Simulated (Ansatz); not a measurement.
**BAs under changes of volume**

One of the cells (13.626 Å³/atom); the others are scaled copies at fixed shape and fractional positions:

```
As B
1.0
     0.00000    2.38850    2.38850
     2.38850    0.00000    2.38850
     2.38850    2.38850    0.00000
As B
1 1
Direct
  0.75000 0.75000 0.75000
  0.00000 0.00000 0.00000
```

```yaml
Program: Ansatz 0.2.0
Functional: HSE03
Potentials_or_basis: Ansatz PAW
Cutoff: "420 eV (not typed: the program's choice for these potentials)"
k_mesh: 5 × 5 × 5
Occupations: fermi-dirac, width 0.05 eV
Spin: no spin polarisation
```

| volume (Å³/atom) | energy over the lowest point (meV/atom) | pressure (GPa) | gap on the mesh (eV) |
| --- | --- | --- | --- |
| 12.809 | 24.64 | 10.1 | 1.60 |
| 13.081 | 10.58 | 6.4 | 1.63 |
| 13.354 | ? | ? | ? |
| 13.626 | 0.00 | 0.0 | 1.67 |
| 13.899 | 2.33 | -2.7 | 1.69 |
| 14.171 | 9.11 | -5.2 | 1.70 |
| 14.444 | 19.91 | -7.5 | 1.72 |

Q: What does the run at 13.354 Å³/atom give?

A: Energy over the lowest point 2.57 meV/atom; pressure 3.1 GPa; gap on the mesh 1.65 eV.

Worked out: A Birch-Murnaghan fit of order 3 (a polynomial in V^(-2/3)) to the other rows has its minimum at 13.63 Å³/atom with B0 = V·E''(V) = 144 GPa and B' = 4.2. It gives 2.55 meV/atom at 13.354 Å³/atom, against the run's 2.57, and -dE/dV = 3.1 GPa, against 3.1. A straight line through the other rows of the gap, of slope 0.971 eV per unit of ln V, gives 1.65 eV, against the run's 1.65.

Energies are extrapolated to zero smearing.

Caveats: all runs use coarse meshes; odd divisions of the mesh miss points on the zone boundary, where band edges often lie, so the gap on the mesh can be too wide; the PAW data sets come from PBE, with cores solved anew for the run's functional, which leaves a small shift of forces and pressure; the thresholds are loose for stress.

A mesh can miss the band edges. Spin-orbit coupling on As is left out.
